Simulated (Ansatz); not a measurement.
LaAlO₃:
```
LaAlO3
1.0
    2.70656     1.56263     4.39780
   -2.70656     1.56263     4.39780
    0.00000    -3.12526     4.39780
La Al O
2 2 6
Direct
  0.25000   0.25000   0.25000
  0.75000   0.75000   0.75000
  0.00000   0.00000   0.00000
  0.50000   0.50000   0.50000
  0.78891   0.71109   0.25000
  0.25000   0.78891   0.71109
  0.71109   0.25000   0.78891
  0.21109   0.28891   0.75000
  0.75000   0.21109   0.28891
  0.28891   0.75000   0.21109
```

Relaxed with PBE.

### Question
Give the optical modes at the zone centre with their infrared and Raman activity from DFPT, plane-wave PAW PBE (Ansatz code).

### Answer
Transverse frequencies, without the LO–TO term; a row sums one degenerate level.

```csv
ω (cm⁻¹),degeneracy,IR ((D/Å)²/amu),Raman (Å⁴/amu),activity,symmetry
32,2,0.00,12,Raman,Eg
128,1,0.00,0,silent,A2g
146,1,27.90,0,IR,A2u
148,2,0.00,1.4,Raman,Eg
173,2,54.35,0,IR,Eu
189,1,0.00,37,Raman,A1g
286,2,0.41,0,IR,Eu
348,1,0.00,0,silent,A1u
395,1,35.70,0,IR,A2u
400,2,85.04,0,IR,Eu
433,2,0.00,0.29,Raman,Eg
436,1,0.00,0,silent,A2g
460,2,0.00,5.2,Raman,Eg
465,2,0.54,0,IR,Eu
470,1,0.00,0,silent,A1u
596,1,7.11,0,IR,A2u
614,2,10.85,0,IR,Eu
725,1,0.00,0,silent,A2g
```

### Question
How high does the top mode go among those that the LO–TO term moves?

### Answer
692 cm⁻¹ for q along x, 692 cm⁻¹ for q along y, 681 cm⁻¹ for q along z.

Space group R-3c. The cell was relaxed with PBE under the symmetry of its start. Spin–orbit coupling is left out wherever it is not named.

Potentials: the later of the program's two PAW sets.
